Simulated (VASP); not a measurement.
The system is Ir.

```
Ir
1.0
     2.75138    0.00000    0.00000
    -1.37569    2.38276    0.00000
     0.00000    0.00000    4.46229
Ir
2
Direct
  0.66667 0.33333 0.75000
  0.33333 0.66667 0.25000
```

This isn't the form of Ir at room conditions, which is fcc.

| Quantity | Value |
| --- | --- |
| Program | VASP 6.6.1 |
| Task | relaxation of cell and atoms |
| Functional | r2SCAN |
| Potentials or basis | VASP PAW PBE potentials, release 64 (Ir) |
| Cutoff | 600 eV |
| k mesh | 9 × 9 × 4 |
| Occupations | gaussian, width 0.1 eV |
| Spin | no spin polarisation |

At the start: pressure -7.2 GPa; volume 14.63 Å³/atom.

Task: How do energy, volume and symmetry change on relaxing?

Result: Over 3 steps the energy falls by 6.7 meV/atom and the volume is 14.35 Å³/atom (-1.9 %); space group P6_3/mmc (No. 194, to 0.05 Å).

Step by step:
```
step  energy change (eV)  largest force (eV/Å)  pressure (GPa)  volume (Å³)
   1              0.0000                0.0000           -7.17        29.25
   2              0.1975                0.0000           34.77        26.57
   3             -0.0134                0.0000           -0.23        28.69
```

Final structure:
```
CELL_PARAMETERS angstrom
2.73372 0.00000 0.00000
-1.36686 2.36747 0.00000
0.00000 0.00000 4.43299
ATOMIC_POSITIONS crystal
Ir 0.66667 0.33333 0.75000
Ir 0.33333 0.66667 0.25000
```

Caveat: the PAW data sets were made with another functional, which shifts forces and pressure a little; the relaxation stopped at a loose force limit of 0.05 eV/Å, so its end isn't a converged minimum.
